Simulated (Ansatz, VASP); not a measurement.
Fe: VASP beside Ansatz

```xyz
1
Lattice="2.2712 0.0000 0.0000 0.0000 2.2712 0.0000 0.0000 0.0000 2.2712" Properties=species:S:1:pos:R:3 pbc="T T T"
Fe    0.0000    0.0000    0.0000
```

Change from the starting cell: volume scaled by 0.88, LAPW.

Alike in both runs: task single point; functional PBE; k mesh 18 × 18 × 18; occupations fermi-dirac, width 0.1 eV; collinear spin.

```csv
,VASP,Ansatz
version,VASP 6.6.1,Ansatz 0.2.0
potentials or method,"VASP PAW PBE potentials, release 64 (Fe), cutoff 520 eV","all-electron LAPW, scalar-relativistic"
```

```csv
,VASP,Ansatz,Ansatz less VASP
pressure (GPa),20.4,21.2,+0.79
net moment per atom (μB),2.13,2.12,-0.006
size of the moment on the site where the two differ most (μB),2.11,2.13,+0.021
```

Site moments also hang on the region over which each program counts them. Ansatz ran all-electron here, so the differences hold the error of VASP's frozen core and of both bases.

Caveats: so large a pressure means that the cell lies far from this level's equilibrium, or that cutoff or potentials fall short (VASP).
